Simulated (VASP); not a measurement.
# SnTe in VASP: how settings move the PBE single point

Aim: see what changed inputs do to the PBE single point of zincblende SnTe, under +2.5 % strain along x alone. This is a trial cell built on a prototype, not taken from a measured structure, and it needn't be the compound's ground state.

Code: VASP 6.6.1. PAW datasets, plane waves. Simulation only: spin-unpolarised, and no claim that this is the phase found in nature.

## (1) The structure to begin with

The cell comes from an earlier relaxation with r2SCAN in another program, then strained, with the atoms relaxed again.

Space group I-4m2 (No. 119), tetragonal; conventional cell a = 5.069 Å, c = 7.347 Å, 47.19 Å³ an atom. Near Sn stand 4 Te at 3.13 Å; near Te stand 4 Sn at 3.13 Å.

As a file:

```
CELL_PARAMETERS angstrom
0.00000 3.58398 3.58398
3.67358 0.00000 3.58398
3.67358 3.58398 0.00000
ATOMIC_POSITIONS crystal
Sn 0.00000 0.00000 0.00000
Te 0.25000 0.25000 0.25000
```

## (2) Reference

The input, INCAR:

```
ENCUT = 520.000000
SIGMA = 0.020000
EDIFF = 1.00e-07
GGA = PE
PREC = Accurate
IBRION = -1
ISIF = 2
ISMEAR = -1
NBANDS = 17
NELM = 120
NSW = 0
LASPH = .TRUE.
LCHARG = .FALSE.
LWAVE = .FALSE.
LREAL = .FALSE.
```

The input, KPOINTS:

```
KPOINTS created by Atomic Simulation Environment
0
Gamma
6 6 6
0 0 0
```

The input, POSCAR:

```
Sn Te
 1.0000000000000000
     0.0000000000000000    3.5839840091999999    3.5839840091999999
     3.6735836094000001    0.0000000000000000    3.5839840091999999
     3.6735836094000001    3.5839840091999999    0.0000000000000000
 Sn  Te
   1   1
Cartesian
  0.0000000000000000  0.0000000000000000  0.0000000000000000
  1.8367918046999998  1.7919920046000000  1.7919920046000000
```

A file KPOINTS_OPT adds named points for the levels; it doesn't enter the self-consistent loop.

Potentials: the recommended PBE PAW datasets, 20 valence electrons.

Command:

```sh
$ mpirun -np 1 vasp_std
```

## (3) Variant 1

INCAR is that of step 2.

The input, KPOINTS:

```
KPOINTS created by Atomic Simulation Environment
0
Monkhorst-Pack
6 6 6
0 0 0
```

POSCAR is that of step 2.

## (4) Variant 2

The input, INCAR:

```
ENCUT = 520.000000
EDIFF = 1.00e-07
GGA = PE
PREC = Accurate
IBRION = -1
ISIF = 2
NBANDS = 17
NSW = 0
LASPH = .TRUE.
LCHARG = .FALSE.
LWAVE = .FALSE.
LREAL = .FALSE.
ISMEAR = 1
SIGMA = 0.01
NELM = 52
```

KPOINTS is that of step 2.

POSCAR is that of step 2.

## (5) Variant 3

The input, INCAR:

```
ENCUT = 520.000000
SIGMA = 0.020000
EDIFF = 1.00e-07
IBRION = -1
ISIF = 2
ISMEAR = -1
NELM = 120
NSW = 0
LASPH = .TRUE.
LCHARG = .FALSE.
LWAVE = .FALSE.
LREAL = .FALSE.
GGA = AM
NBANDS = 50
PREC = Low
```

KPOINTS is that of step 2.

POSCAR is that of step 2.

Q: Predict the outcome of this session. Wanted: for each run, changed; ending; energy change; pressure; electronic steps; usable.

The runs gave:

| run | changed | ending | energy change (meV/atom) | pressure (GPa) | gap on the mesh (eV; negative: overlap) | electronic steps | time | usable |
| --- | --- | --- | --- | --- | --- | --- | --- | --- |
| ref. | – | converged | 0 | -0.1 | 0.20 | 16 | 67 s | yes |
| 1 | shifted mesh | converged | -0.4 | -0.1 | 0.31 | 16 | 2.2 min | yes |
| 2 | ISMEAR = 1, SIGMA = 0.01, NELM = 52 | converged | 0.0 | -0.1 | 0.20 | 16 | 67 s | yes |
| 3 | GGA = AM, NBANDS = 50, PREC = Low | converged | – | -0.9 | 0.23 | 16 | 92 s | no |

**Reading.** Of 3 altered inputs, 1 ended normally on a faulty or unsound input, 2 gave usable results. Among the usable ones with comparable energies, «shifted mesh» moves the energy most, by -0.4 meV/atom.
